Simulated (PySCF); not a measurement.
# Reproducing measurements on cyclopentadiene

**Measured values to compare with.**

NIST CCCBDB Release 22 (SRD 101), experimental dipoles lists, for the gas: dipole moment (microwave Stark effect) 0.419 D.

The results are set against them at the end.

Compound: cyclopentadiene, C5H6.
SMILES with atom numbers: `[CH:1]1=[CH:2][CH2:3][CH:4]=[CH:5]1` (hydrogens: H6 on C1; H7 on C2; H8, H9 on C3; H10 on C4; H11 on C5)

Cartesian coordinates in Å at the GFN2-xTB level; atoms count from 1:
```
atom  x, y, z in Å
C1    -1.0458    0.7402   -0.2029
C2     0.2287    1.1480   -0.1548
C3     1.1171   -0.0249    0.0976
C4     0.1465   -1.1561    0.1826
C5    -1.0969   -0.6915    0.0064
H6    -1.9138    1.3531   -0.3685
H7     0.6009    2.1490   -0.2723
H8     1.6893    0.0903    1.0208
H9     1.8397   -0.1690   -0.7086
H10    0.4469   -2.1722    0.3602
H11   -2.0072   -1.2644    0.0134
```

Runs made with PySCF (gas phase, on this GFN2-xTB geometry; no spin–orbit coupling):

```json
{"level": "PBE0/pcSseg-1", "job": "shieldings, ring-centre shieldings, charges and field gradients", "basis functions": "115", "wall time": "5.7 s"}
{"level": "B3LYP/pcJ-1", "job": "spin–spin couplings from 11 perturbed nuclei, spin–dipole term left out", "basis functions": "195", "wall time": "11 s"}
```

Hardware: an Arm Neoverse V2 with one thread, shared host.

Results beside the measurements:

**Dipole moment.** Measured: 0.419 D (NIST CCCBDB Release 22 (SRD 101), experimental dipoles).

```csv
level,computed (D),computed − measured (D),% (from the printed values)
PBE0/pcSseg-1,0.531,+0.112,+27
B3LYP/pcJ-1,0.502,+0.083,+20
```

Closest is B3LYP/pcJ-1 (+0.083 D), furthest PBE0/pcSseg-1 (+0.112 D); one molecule doesn't rank methods. The computed dipoles belong to one fixed geometry; measured ones are averaged over vibrations unless marked μe. Magnitudes are compared, not signs.

No measured geometry was used, and the causes of the misses weren't examined.
